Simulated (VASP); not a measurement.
# BN (F-43m) in VASP: a series of runs

BN is run at these levels: r2SCAN; tasks: single point.

Everything below comes from runs of VASP 6.6.1. Logs are shortened: lines on timing, memory, paths and dates and some standing lists are left out, and cuts for length are marked.

**The experiment to reproduce.**

A printed reference work, monograph reports, for a bulk crystal of BN at 300 K: band gap 6.4 eV (indirect).

The results are compared with them further down.

### Step 1. The cell of the first run

It takes space group F-43m (No. 216, cubic). The conventional cell has a = 3.645 Å, b = 3.645 Å, c = 3.645 Å, α = 90.00°, β = 90.00°, γ = 90.00°. Within 2.1 Å of B (site symmetry -43m) lie 4 N at 1.58 Å. N (site symmetry -43m) has 4 B at 1.58 Å within 2.1 Å.

### Step 2. Single point, r2SCAN (6.06 Å³/atom)

The input, POSCAR:

```
BN
1.0
    0.0000000000      1.8226952683      1.8226952683
    1.8226952683      0.0000000000      1.8226952683
    1.8226952683      1.8226952683      0.0000000000
B N
1 1
Direct
    0.0000000000      0.0000000000      0.0000000000
    0.2500000000      0.2500000000      0.2500000000
```

The input, INCAR.step1:

```
PREC     = Accurate       # precision mode
ENCUT    = 1460           # plane-wave cutoff, eV
ISMEAR   = 0              # smearing method
SIGMA    = 0.01           # smearing width, eV
LREAL    = False          # projectors in reciprocal space
LASPH    = True           # aspherical terms in the spheres
NELM     = 120            # most SCF steps
NBANDS   = 11             # bands
GGA      = PE             # functional
ALGO     = Normal         # electronic algorithm
EDIFF    = 1E-5           # SCF threshold, eV
LWAVE    = True           # write WAVECAR
LCHARG   = False          # write CHGCAR
GGA_COMPAT= False
```

The input, INCAR.step2:

```
PREC     = Accurate       # precision mode
ENCUT    = 1460           # plane-wave cutoff, eV
EDIFF    = 1E-6           # SCF threshold, eV
ISMEAR   = 0              # smearing method
SIGMA    = 0.01           # smearing width, eV
LREAL    = False          # projectors in reciprocal space
LASPH    = True           # aspherical terms in the spheres
NELM     = 120            # most SCF steps
ALGO     = Normal         # electronic algorithm
ISIF     = 2              # what is computed and relaxed
LWAVE    = False          # write WAVECAR
LCHARG   = True           # write CHGCAR
METAGGA  = R2SCAN         # meta-GGA
LMIXTAU  = True         
LELF     = True           # ELF
LVHAR    = True         
NBANDS   = 11             # bands
ISTART   = 1            
GGA_COMPAT= False
```

The input, KPOINTS:

```
regular mesh
0
Gamma
  10 10 10
```

Potentials or basis: VASP PAW PBE potentials, release 64 (B_h, N_h).

Command:

```bash
$ cat potpaw_PBE.64/B_h/POTCAR potpaw_PBE.64/N_h/POTCAR > POTCAR
$ cp INCAR.step1 INCAR
$ mpirun -np 1 vasp_std > vasp.out
$ cp INCAR.step2 INCAR
$ mpirun -np 1 vasp_std > vasp.out
```

OUTCAR:

```text
PREC = Accurate
   ENCUT = 1460
   EDIFF = 1E-6
   ISMEAR = 0
   LREAL = False
   LASPH = True
   NELM = 120
   ISIF = 2
   METAGGA = R2SCAN
   ISTART = 1

 ion  position               nearest neighbor table
   1  0.000  0.000  0.000-
   2  0.250  0.250  0.250-

  LATTYP: Found a face centered cubic cell.
 ALAT       =     3.6453905366

  Lattice vectors:

 A1 = (   0.0000000000,   1.8226952683,   1.8226952683)
 A2 = (   1.8226952683,   0.0000000000,   1.8226952683)
 A3 = (   1.8226952683,   1.8226952683,   0.0000000000)

Analysis of symmetry for initial positions (statically):
=====================================================================
 Subroutine PRICEL returns:
 Original cell was already a primitive cell.

 Routine SETGRP: Setting up the symmetry group for a
 face centered cubic supercell.

 Subroutine GETGRP returns: Found 24 space group operations
 (whereof 24 operations were pure point group operations)
 out of a pool of 48 trial point group operations.

The static configuration has the point symmetry T_d .

Analysis of symmetry for dynamics (positions and initial velocities):
=====================================================================
 Subroutine PRICEL returns:
 Original cell was already a primitive cell.

 Routine SETGRP: Setting up the symmetry group for a
 face centered cubic supercell.

 Subroutine GETGRP returns: Found 24 space group operations
 (whereof 24 operations were pure point group operations)
 out of a pool of 48 trial point group operations.

The dynamic configuration has the point symmetry T_d .

 Subroutine INISYM returns: Found 24 space group operations
 (whereof 24 operations are pure point group operations),
 and found     1 'primitive' translations

----------------------------------------------------------------------------------------

                                     Primitive cell

  volume of cell :      12.1108

  direct lattice vectors                    reciprocal lattice vectors
     0.000000000  1.822695268  1.822695268    -0.274319031  0.274319031  0.274319031
     1.822695268  0.000000000  1.822695268     0.274319031 -0.274319031  0.274319031
     1.822695268  1.822695268  0.000000000     0.274319031  0.274319031 -0.274319031

  length of vectors
     2.577680369  2.577680369  2.577680369     0.475134499  0.475134499  0.475134499

  position of ions in fractional coordinates (direct lattice)
     0.000000000  0.000000000  0.000000000
     0.250000000  0.250000000  0.250000000

  ion indices of the primitive-cell ions
   primitive index   ion index
                 1           1
                 2           2

----------------------------------------------------------------------------------------

 KPOINTS: regular mesh

Automatic generation of k-mesh.
 Grid dimensions read from file:
 generate k-points for:   10   10   10

 Generating k-lattice:

  Cartesian coordinates                     Fractional coordinates (reciprocal lattice)
    -0.027431903  0.027431903  0.027431903     0.100000000  0.000000000  0.000000000
     0.027431903 -0.027431903  0.027431903     0.000000000  0.100000000  0.000000000
     0.027431903  0.027431903 -0.027431903     0.000000000  0.000000000  0.100000000

  Length of vectors
     0.047513450  0.047513450  0.047513450

  Shift w.r.t. Gamma in fractional coordinates (k-lattice)
     0.000000000  0.000000000  0.000000000

 Subroutine IBZKPT returns following result:
 ===========================================

 Found     47 irreducible k-points:

 Following reciprocal coordinates:
            Coordinates               Weight
  0.000000  0.000000  0.000000      1.000000
  0.100000  0.000000  0.000000      8.000000
  0.200000  0.000000  0.000000      8.000000
  0.300000  0.000000  0.000000      8.000000
  0.400000  0.000000  0.000000      8.000000
  0.500000  0.000000  0.000000      4.000000
[... 16 lines left out ...]
  0.300000  0.300000  0.000000      6.000000
  0.400000  0.300000  0.000000     24.000000
 [... further k-points ...]
   k-points           NKPTS =     47   k-points in BZ     NKDIM =     47   number of bands    NBANDS=     11
   number of dos      NEDOS =    301   number of ions     NIONS =      2
   total plane-waves  NPLWV =  32768
   dimension x,y,z NGX =    32 NGY =   32 NGZ =   32
   dimension x,y,z NGXF=    64 NGYF=   64 NGZF=   64
   ions per type =               1   1
   NGX,Y,Z   is equivalent  to a cutoff of  20.64, 20.64, 20.64 a.u.
   NGXF,Y,Z  is equivalent  to a cutoff of  41.28, 41.28, 41.28 a.u.
 SYSTEM =  unknown system
   PREC   = accura    normal or accurate (medium, high low for compatibility)
   ISTART =      1    job   : 0-new  1-cont  2-samecut
   ICHARG =      0    charge: 1-file 2-atom 10-const
   ISPIN  =      1    spin polarized calculation?
   LNONCOLLINEAR =      F non collinear calculations
   LSORBIT =      F    spin-orbit coupling
   LASPH  =      T    aspherical Exc in radial PAW
   ENCUT  = 1460.0 eV 107.31 Ry   10.36 a.u.   8.03  8.03  8.03*2*pi/ulx,y,z
   NELM   =    120;   NELMIN=  2; NELMDL=  0     # of ELM steps
   EDIFF  = 0.1E-05   stopping-criterion for ELM
   LREAL  =      F    real-space projection
   EDIFFG = 0.1E-04   stopping-criterion for IOM
   NSW    =      0    number of steps for IOM
   IBRION =     -1    ionic relax: 0-MD 1-quasi-New 2-CG
   NFREE  =      0    steps in history (QN), initial steepest desc. (CG)
   ISIF   =      2    stress and relaxation
   ISYM   =      2    0-nonsym 1-usesym 2-fastsym
   POTIM  = 0.5000    time-step for ionic-motion
   TEBEG  =    0.0;   TEEND  =   0.0 temperature during run
   PSTRESS=    0.0 pullay stress
   NELECT =       8.0000    total number of electrons
   NUPDOWN=      -1.0000    fix difference up-down
   EMIN   =  10.00;   EMAX   =-10.00  energy-range for DOS
   EFERMI =   0.00;   METHOD = LEGACY
   ISMEAR =     0;   SIGMA  =   0.01  broadening in eV -4-tet -1-fermi 0-gaus
   EFERMI_NEDOS =   21; number of points for ismear=-14 and -15
   IALGO  =     38    algorithm
   IMIX   =      4    mixing-type and parameters
     AMIX     =   0.40;   BMIX     =  1.00
     AMIX_MAG =   1.60;   BMIX_MAG =  1.00
  volume/ion in A,a.u.               =       6.06        40.86
  Fermi-wavevector in a.u.,A,eV,Ry     =   1.425763  2.694302 27.657936  2.032801
  Thomas-Fermi vector in A             =   2.546113
   LORBIT       =      0    0 simple, 1 ext, 2 COOP (PROOUT), +10 PAW based schemes
   METAGGA = R2SCAN    functional components
   LHFCALC =     F    Hartree Fock is set to
   AEXX    =    0.0000 exact exchange contribution
   IVDW    =     0    specifies the selected vdW correction
   LEPSILON=     F    determine dielectric tensor
   LRPA    =     F    only Hartree local field effects (RPA)
 non-spin polarized calculation
 Gauss-broadening in eV      SIGMA  =   0.01
  energy-cutoff  :     1460.00
  volume of cell :       12.11
 maximum number of plane-waves:      1550
   NGX = 17   NGY = 17   NGZ = 17

 number of electron       8.0000000 magnetization

 Free energy of the ion-electron system (eV)
  ---------------------------------------------------
  ext. energy  EPLUGINS =         0.00000000
  ---------------------------------------------------
  free energy    TOTEN  =       -19.19126091 eV

  energy without entropy =      -19.19126091  energy(sigma->0) =      -19.19126091

 E-fermi :   8.7235     XC(G=0): -13.6219

 val. band max:        8.5766614717   @ k =   0.0000   0.0000   0.0000
 cond. band min:      13.5356675164   @ k =   0.5000   0.5000   0.0000
 fundamental gap:      4.9590060447
 Fermi energy:         8.7235134789

 k-point     1 :       0.0000    0.0000    0.0000
  band No.  band energies     occupation
      1     -12.4189      2.00000
      2       8.5767      2.00000
      3       8.5767      2.00000
      4       8.5767      2.00000
      5      18.0007      0.00000
      6      18.0007      0.00000
      7      18.0007      0.00000
      8      19.2089      0.00000
      9      34.2218      0.00000
     10      36.9725      0.00000
     11      36.9725      0.00000

 k-point     2 :       0.1000    0.0000    0.0000
  band No.  band energies     occupation
      1     -12.1726      2.00000
      2       7.2738      2.00000
      3       8.3226      2.00000
      4       8.3226      2.00000
      5      18.2237      0.00000
      6      18.3923      0.00000
      7      18.3923      0.00000
      8      20.0835      0.00000
      9      34.0134      0.00000
     10      34.5261      0.00000
     11      34.5261      0.00000

 k-point     3 :       0.2000    0.0000    0.0000
  band No.  band energies     occupation
      1     -11.4493      2.00000
      2       4.4906      2.00000
      3       7.7477      2.00000
      4       7.7477      2.00000
      5      18.5056      0.00000
      6      19.2059      0.00000
      7      19.2059      0.00000
      8      21.9122      0.00000
      9      33.0398      0.00000
     10      33.0398      0.00000
     11      33.3646      0.00000

 k-point     4 :       0.3000    0.0000    0.0000
  band No.  band energies     occupation
      1     -10.3147      2.00000
      2       1.4742      2.00000
      3       7.1617      2.00000
      4       7.1617      2.00000
      5      18.7677      0.00000
      6      19.7849      0.00000
      7      19.7849      0.00000
      8      23.4857      0.00000
      9      32.8484      0.00000
     10      33.3326      0.00000
     11      33.3326      0.00000

 k-point     5 :       0.4000    0.0000    0.0000
  band No.  band energies     occupation
      1      -8.9891      2.00000
      2      -1.0922      2.00000
      3       6.7563      2.00000
      4       6.7563      2.00000
      5      18.9545      0.00000
      6      19.9295      0.00000
      7      19.9295      0.00000
      8      24.4175      0.00000
      9      32.8824      0.00000
     10      35.1089      0.00000
     11      35.1089      0.00000
[... 211 lines left out ...]
 k-point    21 :      -0.3000    0.2000    0.0000
  band No.  band energies     occupation
      1      -8.7111      2.00000
      2       0.2587      2.00000
      3       3.5121      2.00000
      4       6.4782      2.00000
      5      18.9394      0.00000
      6      21.2652      0.00000
      7      21.6057      0.00000
      8      24.0358      0.00000
      9      31.2348      0.00000
     10      31.7823      0.00000
     11      36.3828      0.00000

 k-point    22 :      -0.2000    0.2000    0.0000
  band No.  band energies     occupation
      1      -9.9384      2.00000
      2       2.2492      2.00000
      3       4.2493      2.00000
      4       7.2688      2.00000
      5      19.6945      0.00000
      6      20.2033      0.00000
      7      20.7013      0.00000
      8      22.8497      0.00000
      9      30.6207      0.00000
     10      32.0006      0.00000
     11      36.3298      0.00000

 k-point    23 :       0.3000    0.3000    0.0000
  band No.  band energies     occupation
      1      -9.6250      2.00000
      2       3.1255      2.00000
      3       4.8782      2.00000
      4       4.8782      2.00000
      5      15.2347      0.00000
      6      19.8383      0.00000
      7      24.1083      0.00000
      8      24.1083      0.00000
      9      28.1268      0.00000
     10      37.0278      0.00000
     11      41.1873      0.00000

 k-point    24 :       0.4000    0.3000    0.0000
  band No.  band energies     occupation
      1      -8.6262      2.00000
      2       1.5612      2.00000
      3       4.0118      2.00000
      4       4.4608      2.00000
      5      15.1934      0.00000
      6      19.6997      0.00000
      7      24.8420      0.00000
      8      24.9885      0.00000
      9      29.1833      0.00000
     10      36.7260      0.00000
     11      41.3127      0.00000

 [... further k-points ...]

------------------------ aborting loop because EDIFF is reached ----------------------------------------

  FORCE on cell =-STRESS in cart. coord.  units (eV):
  Direction    XX          YY          ZZ          XY          YZ          ZX
  --------------------------------------------------------------------------------------
  -------------------------------------------------------------------------------------
  Total       -0.8591958     -0.8591958     -0.8591958     -0.0000000      0.0000000      0.0000000
  in kB     -113.6659930   -113.6659930   -113.6659930     -0.0000000      0.0000000      0.0000000
  external PRESSURE =    -113.6659930 kB  Pullay stress =       0.0000000 kB

 VOLUME and BASIS-vectors are now :
 -----------------------------------------------------------------------------
  energy-cutoff  :     1460.00
  volume of cell :       12.11
      direct lattice vectors                 reciprocal lattice vectors
     0.000000000  1.822695268  1.822695268    -0.274319031  0.274319031  0.274319031
     1.822695268  0.000000000  1.822695268     0.274319031 -0.274319031  0.274319031
     1.822695268  1.822695268  0.000000000     0.274319031  0.274319031 -0.274319031

 POSITION                                       TOTAL-FORCE (eV/Angst)
 -----------------------------------------------------------------------------------
      0.00000      0.00000      0.00000        -0.000000      0.000000     -0.000000
      0.91135      0.91135      0.91135         0.000000     -0.000000      0.000000
 -----------------------------------------------------------------------------------
    total drift:                               -0.000000     -0.000000     -0.000000

  FREE ENERGIE OF THE ION-ELECTRON SYSTEM (eV)
  ---------------------------------------------------
  free  energy   TOTEN  =       -19.1912609139 eV

  energy  without entropy=      -19.1912609139  energy(sigma->0) =      -19.19126091
```

It took 1.7 min on 1 thread of AMD EPYC 7R43 (Zen 3), shared host; peak memory 0.16 GiB.

Results:

- Free energy: -19.1913 eV
- Pressure: -11.4 GPa
- Band gap on the k mesh: 4.96 eV (least direct gap 9.42 eV)

Levels at points of the mesh, in eV from the valence-band top:
| k point | band 2 | band 3 | band 4 | band 5 | band 6 | band 7 |
| --- | --- | --- | --- | --- | --- | --- |
| (0.00, 0.00, 0.00) | 0.00 | 0.00 | 0.00 | 9.42 | 9.42 | 9.42 |
| (0.50, 0.00, 0.00) | -10.84 | -1.96 | -1.96 | 10.44 | 11.34 | 11.34 |
| (0.50, 0.50, 0.00) | -9.15 | -4.96 | -4.96 | 4.96 | 9.66 | 18.88 |

Caveat: the cell stands under tension; the PAW data sets were made with another functional, which shifts forces and pressure a little. A k mesh can miss the band edges.

(Continued in part 2 of 2.)
